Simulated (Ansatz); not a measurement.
The system is Ni.

```
Ni
1.0
     0.00000    1.73757    1.73757
     1.73757    0.00000    1.73757
     1.73757    1.73757    0.00000
Ni
1
Direct
  0.00000 0.00000 0.00000
```

```yaml
Program: Ansatz 0.2.0
Task: relaxation of cell and atoms
Functional: PBE0
Potentials_or_basis: Ansatz PAW
Cutoff: "420 eV (not typed: the program's choice for these potentials)"
k_mesh: 7 × 7 × 7
Occupations: fermi-dirac, width 0.05 eV
Spin: collinear spin, ferromagnetic start
Starting_moments: "[1.0] μB"
```

At the start: volume 10.49 Å³/atom.

Question: How do energy, volume and symmetry change on relaxing?

Answer: It ends after 7 steps and the volume is 10.80 Å³/atom (+2.9 %); space group Fm-3m (No. 225, to 0.05 Å); moment 0.99 μB per cell.

Step by step:
```
step  energy change (eV)  largest force (eV/Å)  volume (Å³)
   1              0.0000                0.0000        10.49
   2             -0.0036                0.0000        10.63
   3             -0.0048                0.0000        10.79
   4             -0.0048                0.0000        10.80
   5             -0.0056                0.0000        10.80
   6             -0.0056                0.0000        10.80
   7             -0.0056                0.0000        10.80
```

Final structure:
```yaml
crystal:
  lattice:
    - [0.00000, 1.75417, 1.75417]
    - [1.75417, 0.00000, 1.75417]
    - [1.75417, 1.75417, 0.00000]
  atoms:
    - { symbol: Ni, position: [0.00000, 0.00000, 0.00000] }
```

Caveat: the k mesh is coarse (spacing up to 0.45 Å⁻¹), so the values aren't converged, least of all with exact exchange; the magnetic or orbital state may not be the lowest; the plane-wave basis is chosen anew once the cell has moved, so the energies of steps on either side of that aren't comparable; the pressure holds a Pulay correction of +0.4 GPa for the finite cutoff; the PAW data sets come from PBE, with cores solved anew for the run's functional, which leaves a small shift of forces and pressure.
